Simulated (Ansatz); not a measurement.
Crystal: CoO.

```xyz
2
Lattice="2.8285 0.0000 0.0000 -1.4142 2.4495 0.0000 0.0000 0.0000 2.7217" Properties=species:S:1:pos:R:3 pbc="T T T"
Co    0.0000    0.0000    1.3609
O     1.4142    0.8165    0.0000
```

The cell was built by a generator and needn't be a form met in nature.

| Item | Value |
| --- | --- |
| Program | Ansatz 0.2.0 |
| Task | single point |
| Functional | PBE |
| Potentials or basis | Ansatz PAW |
| Cutoff | 420 eV (not typed: the program's choice for these potentials) |
| k mesh | 11 × 11 × 10 |
| Occupations | fermi-dirac, width 0.05 eV |
| Spin | collinear spin, ferromagnetic start |
| Starting moments | [2.0, 0.0] μB |

On this cell: pressure 0.1 GPa; largest force under 0.003 eV/Å; net moment 3.00 μB per cell; site moments Co +2.50; O +0.42 μB; band gap on the k mesh none (metal or under the smearing width).

The same run follows on a disturbed copy (atoms moved at random, drawn with an rms of 0.05 Å):

```
Co O
1.0
     2.82845    0.00000    0.00000
    -1.41423    2.44951    0.00000
     0.00000    0.00000    2.72172
Co O
1 1
Direct
  0.03263 0.03256 0.50502
  0.65656 0.33179 0.99603
```

Problem. What changes?

Solution. The energy (extrapolated to zero smearing) moves by +9.2 meV/atom; pressure 1.3 GPa; largest force 0.371 eV/Å; net moment 3.00 μB per cell; site moments Co +2.47; O +0.42 μB; band gap on the k mesh none (metal or under the smearing width).

Forces in eV/Å, atoms in the order of the input:
```
Co  -0.250 -0.268 -0.061
O    0.250  0.268  0.060
```

Stress tensor (GPa, compression positive):
```
1.81 0.68 0.39
0.68 0.54 0.34
0.39 0.34 1.50
```

Caveats: a cell with one magnetic atom can't hold antiferromagnetic order, which such compounds often take; semilocal functionals often make such compounds metallic where correlation or magnetic order opens a gap, which also shifts bond lengths.
